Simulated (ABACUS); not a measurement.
Crystal: LiF (Griceite).

```
F Li
1.0
     0.00000    2.01400    2.01400
     2.01400    0.00000    2.01400
     2.01400    2.01400    0.00000
F Li
1 1
Cartesian
  2.0140 2.0140 2.0140
  0.0000 0.0000 0.0000
```

Base run:

- Program: ABACUS 3.10.1
- Functional: SCAN
- Potentials or basis: SG15 ONCV 1.2 PBE
- Cutoff: 1320 eV
- Density cutoff: 5279 eV
- Basis: plane waves
- k mesh: 7 × 7 × 7
- Occupations: fermi-dirac, width 0.05 eV
- Spin: no spin polarisation

Its results: band gap on the k mesh 10.03 eV, direct; pressure -3.9 GPa.

Task: After a change of settings the same cell gave: band gap on the k mesh 9.20 eV, direct; pressure -5.6 GPa. Which change was it?
A. functional from SCAN to TM
B. functional from SCAN to M06-L
C. functional from SCAN to TPSS
D. functional from SCAN to PBEsol; cutoff from 1320 eV to 1143 eV; density cutoff from 5279 eV to 4572 eV; k mesh from 7 × 7 × 7 to 9 × 9 × 9

Result: A.

Caveats: the potentials were made for another functional, which shifts forces and pressure; an odd mesh through Γ misses points on the zone boundary, where band edges often lie.

Not every run made on this cell is shown here.
